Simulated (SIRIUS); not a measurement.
# CuO: single point with PBE

CuO:

```
Cu O
1.0
     0.00000    2.32725    2.32725
     2.32725    0.00000    2.32725
     2.32725    2.32725    0.00000
Cu O
1 1
Direct
  0.00000 0.00000 0.00000
  0.25000 0.25000 0.25000
```

Measurements of this composition are mostly on another form, of space group No. 15.

- Program: SIRIUS 7.10.0
- Task: single point
- Functional: PBE
- Potentials or basis: PseudoDojo 0.4.1 PBE standard (scalar relativistic)
- Cutoff: 1254 eV
- Density cutoff: 5016 eV
- k mesh: 10 × 10 × 10
- Occupations: fermi-dirac, width 0.05 eV
- Spin: no spin polarisation

```yaml
Pressure: -9.8 GPa
Band_gap_on_the_k_mesh: none (metal or under the smearing width)
```

Run time: 74 s on 1 thread of Arm Neoverse V1, with other jobs on the host, peak memory 0.4 GiB.

Caveat: an odd number of electrons without spin polarisation forces a metal; a magnetic or distorted state may lie lower; the run has no spin polarisation, though such a crystal can be magnetic; semilocal functionals often make such compounds metallic where correlation or magnetic order opens a gap, which also shifts bond lengths. With open d or f shells a metallic result of PBE can be an artefact of self-interaction; +U or a hybrid may open a gap.
